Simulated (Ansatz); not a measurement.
Bi, DFT, PBE, all-electron PAW with datasets made for the crystal, scalar-relativistic (Ansatz 0.2.0), run on 1 thread of Intel(R) Xeon(R) 6975P-C (Granite Rapids) on a shared host.

The cell comes from COD entry 9011614, which wasn't checked; take it as a given geometry. The listed cell was then made from it by scaling, straining or moving an atom.

Command: `ansatz run input.yaml --threads 1 --pin off --max-ram 3072MiB --backend cpu --events-out ev --progress --plain --runs-dir out`

```yaml
crystal:
  lattice:
    - [4.5390002997, 0.0226950015, 0.0226950015]
    - [-2.2498457021, 3.9195420666, 0.0083069471]
    - [0.059145, 0.059145, 11.829]
  atoms:
    - { symbol: Bi, position: [0.3333333333, 0.6666666667, 0.25] }
    - { symbol: Bi, position: [0.6666666667, 0.3333333333, 0.75] }
kpoints:
  mp_grid: { grid: [9, 9, 3] }
scf:
  occupations: { method: fermi_dirac, width: 0.03 }
hamiltonian:
  xc: pbe
  pseudopotentials: { kind: all_electron, datasets: crystal }
output:
  forces: true
  stress: true
  eigenvalues: true
  efg: { contact_densities: true }
```

(1) How large is the problem that the program sets up?

(2) Estimate the wall time and the peak memory.

(3) And the same cell and mesh by frozen-core PAW, asked for forces, stress, eigenvalues, efg, on the same hardware?

## Answers

(1) 122 irreducible k-points, 1769 plane waves at Γ, 19 bands.

(2) 21 s of wall time for 8 SCF iterations, with a peak of 0.93 GiB. Times on shared machines scatter by tens of per cent.

(3) 13 s, peak memory 0.71 GiB.
